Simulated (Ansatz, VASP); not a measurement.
Te: VASP beside Ansatz

File INCAR:

```
PREC = Accurate
ENCUT = 520
EDIFF = 1E-6
ISMEAR = -1
SIGMA = 0.1
LREAL = F
LASPH = T
NELM = 100
ALGO = Normal
ISIF = 2
LWAVE = F
LCHARG = F
GGA = B5
ALDAX = 1.0
AGGAX = 1.0
AGGAC = 1.0
ALDAC = 0.0
NBANDS = 9
```

The input KPOINTS:

```
regular mesh
0
Gamma
  13 13 13
```

Contents of POSCAR:

```
Te
1.0
   -2.0014932162      2.0014932162      2.0014932162
    2.0014932162     -2.0014932162      2.0014932162
    2.0014932162      2.0014932162     -2.0014932162
Te
1
Direct
    0.0000000000      0.0000000000      0.0000000000
```

Input for Ansatz:

```yaml
crystal:
  lattice:
    - [-2.0014932162, 2.0014932162, 2.0014932162]
    - [2.0014932162, -2.0014932162, 2.0014932162]
    - [2.0014932162, 2.0014932162, -2.0014932162]
  atoms:
    - { symbol: Te, position: [0.0, 0.0, 0.0] }
hamiltonian:
  xc: blyp
  pseudopotentials:
    kind: paw
    azcp:
      Te: "pseudopotentials/Te.paw.azcp"
basis:
  ecutwfc: 420
  fft_grid_basis: typed
kpoints:
  mp_grid: { grid: [13, 13, 13], shift: [0, 0, 0] }
magnetization:
  spin_polarized: false
scf:
  occupations: { method: fermi_dirac, width: 0.1 }
  lower_state_search: "off"
output:
  stress: true
  write_density: true
  write_potential: true
  elf: true
  volumetric_format: npy
```

Alike in both runs: task single point; functional BLYP; k mesh 13 × 13 × 13; occupations fermi-dirac, width 0.1 eV; no spin polarisation.

|  | VASP | Ansatz |
| --- | --- | --- |
| version | VASP 6.6.1 | Ansatz 0.2.0 |
| potentials or method | VASP PAW PBE potentials, release 64 (Te) | plane waves (420 eV) with PAW, scalar-relativistic |
| plane-wave cutoff (eV) | 520 | 420 |
| valence electrons in the cell | 6 | 16 |

```csv
,VASP,Ansatz,Ansatz less VASP
pressure (GPa),0.0,-0.1,-0.10
```

The functional is the same, so the differences come from potentials, cutoffs and numerics. The two sets of potentials don't hold the same shells in valence.

Caveats: the PAW data sets were made with another functional, which shifts forces and pressure a little (VASP). The runs have no spin-orbit coupling, so splittings on Te are missing.
